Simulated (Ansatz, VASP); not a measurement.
## GeH4 in VASP and in Ansatz

File INCAR:

```
  PREC = Accurate
  ENCUT = 520
  EDIFF = 1E-7
  ISMEAR = 0
  SIGMA = 0.1
  LREAL = F
  LASPH = T
  NELM = 80
  ALGO = Normal
  ISIF = 2
  LWAVE = F
  LCHARG = F
  LDIPOL = T
  IDIPOL = 3
  DIPOL = 0.5 0.5 0.597
  GGA = PE
  IVDW = 12
  NBANDS = 17
```

Contents of KPOINTS:

```
regular mesh
0
Gamma
  4 3 1
```

The input POSCAR:

```
GeH4
1.0
    5.6653313018      0.0000000000      0.0000000000
    0.0000000000      5.8038113749      0.0000000000
    0.0000000000      0.0000000000     26.2002561044
Ge H
1 4
Direct
    0.3007194630     -0.0001021407      0.5974666001
    0.7488580590     -0.2658217857      0.5769787749
    0.7492160029      0.2651146384      0.5769781401
    0.2655083125      0.0000572999      0.6560541904
   -0.0120024678      0.0000643492      0.5770443566
```

Input for Ansatz:

```yaml
crystal:
  lattice:
    - [5.6653313018, 0.0, 0.0]
    - [0.0, 5.8038113749, 0.0]
    - [0.0, 0.0, 26.2002561044]
  atoms:
    - { symbol: Ge, position: [0.300719463, -0.0001021407, 0.5974666001] }
    - { symbol: H, position: [0.748858059, -0.2658217857, 0.5769787749] }
    - { symbol: H, position: [0.7492160029, 0.2651146384, 0.5769781401] }
    - { symbol: H, position: [0.2655083125, 5.72999e-05, 0.6560541904] }
    - { symbol: H, position: [-0.0120024678, 6.43492e-05, 0.5770443566] }
basis:
  ecutwfc: 420
kpoints:
  mp_grid: { grid: [4, 3, 1] }
hamiltonian:
  xc: pbe
  dispersion: d3bj
scf:
  occupations: { method: gaussian, width: 0.1 }
output:
  forces: true
  eigenvalues: true
  write_density: true
  volumetric_format: npy
efield:
  axis: 3
  dipole_correction: true
  ramp_width: 0.04
```

Alike in both runs: task single point; functional PBE; dispersion D3(BJ); k mesh 4 × 3 × 1; occupations gaussian, width 0.1 eV; no spin polarisation.

|  | VASP | Ansatz |
| --- | --- | --- |
| version | VASP 6.6.1 | Ansatz 0.2.0 |
| potentials or method | VASP PAW PBE potentials, release 64 (Ge_d, H) | scalar-relativistic, plane waves, PAW |
| plane-wave cutoff (eV) | 520 | 420 |
| valence electrons in the cell | 18 | 18 |

```csv
,VASP,Ansatz,Ansatz less VASP
gap on the k mesh at the Fermi level (eV),none,none,-
rms of the force components (eV/Å),0.423,0.429,+0.0061
```

Atom by atom the forces differ by 0.008 eV/Å (rms over components). A gap of «none» marks a metal or a gap that the smearing closes.

Caveats: the k mesh is coarse (spacing up to 0.36 Å⁻¹), so the values aren't converged.
